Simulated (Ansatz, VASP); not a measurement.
## TePb in VASP and in Ansatz

```
Te Pb
1.0
     0.00000    3.22700    3.22700
     3.22700    0.00000    3.22700
     3.22700    3.22700    0.00000
Te Pb
1 1
Cartesian
  3.2270 3.2182 3.2182
  0.0000 0.0000 0.0000
```

Change from the starting cell: all Te atoms moved +0.013 Å, as atom 1 towards its neighbour atom 1 (Te) at 4.564 Å.

Alike in both runs: task single point; functional PBE; k mesh 8 × 8 × 8; occupations gaussian, width 0.05 eV; no spin polarisation.

|  | VASP | Ansatz |
| --- | --- | --- |
| version | VASP 6.6.1 | Ansatz 0.2.0 |
| potentials or method | VASP PAW PBE potentials, release 64 (Te, Pb_d) | scalar-relativistic, plane waves, PAW |
| plane-wave cutoff (eV) | 520 | 420 |
| valence electrons in the cell | 20 | 30 |

VASP gave:

```
gap on the k mesh at the Fermi level (eV) : 0.73
least direct gap on the mesh (eV)         : 0.73
pressure (GPa)                            : 2.3
rms of the force components (eV/Å)        : 0.005
```

What did Ansatz give for the same quantities?

gap on the k mesh at the Fermi level (eV): 0.72; least direct gap on the mesh (eV): 0.72; pressure (GPa): 2.3; rms of the force components (eV/Å): 0.005.

Atom by atom the forces differ by 0.000 eV/Å (rms over components). The two sets of potentials don't hold the same shells in valence.

Caveats: spin-orbit coupling is left out, which as a rule narrows the gap of such compounds by several tenths of an eV. A k mesh can miss the band edges.
